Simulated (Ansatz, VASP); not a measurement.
Two plane-wave programs on Ba

File INCAR:

```
PREC = Accurate ; ENCUT = 520
EDIFF = 1E-7 ; ISMEAR = 0
SIGMA = 0.1 ; LREAL = False
LASPH = True ; NELM = 100
ALGO = Fast ; ISIF = 2
LWAVE = False ; LCHARG = False
GGA = PS ; NBANDS = 11
```

File KPOINTS:

```
regular mesh
0
Gamma
  3 3 4
```

POSCAR

```
Ba
1.0
   11.7250267169      0.0000000000      0.0000000000
   -5.8625133584     10.1541709968      0.0000000000
    0.0000000000      0.0000000000      4.8586149420
Ba
1
Direct
    0.0000000000      0.0000000000      0.0000000000
```

Input for Ansatz:

```yaml
crystal:
  lattice:
    - [11.7250267169, 0.0, 0.0]
    - [-5.8625133584, 10.1541709968, 0.0]
    - [0.0, 0.0, 4.858614942]
  atoms:
    - { symbol: Ba, position: [0.0, 0.0, 0.0] }
basis:
  ecutwfc: 420
kpoints:
  mp_grid: { grid: [3, 3, 4] }
hamiltonian:
  xc: pbesol
scf:
  occupations: { method: gaussian, width: 0.1 }
output:
  forces: true
  stress: true
  eigenvalues: true
```

Alike in both runs: task single point; functional PBEsol; k mesh 3 × 3 × 4; occupations gaussian, width 0.1 eV; no spin polarisation.

```csv
,VASP,Ansatz
version,VASP 6.6.1,Ansatz 0.2.0
potentials or method,"VASP PAW PBE potentials, release 64 (Ba_sv)","scalar-relativistic, plane waves, PAW"
plane-wave cutoff (eV),520,420
valence electrons in the cell,10,10
```

|  | VASP | Ansatz | Ansatz less VASP |
| --- | --- | --- | --- |
| gap on the k mesh at the Fermi level (eV) | none | none | - |
| pressure (GPa) | -0.2 | -0.2 | 0.00 |
| largest component of the traceless stress (GPa) | 0.33 | 0.33 | +0.001 |

A gap of «none» marks a metal or a gap that the smearing closes.

Caveats: the PAW data sets were made with another functional, which shifts forces and pressure a little (VASP). Spin-orbit coupling is left out, which matters for the levels of Ba.
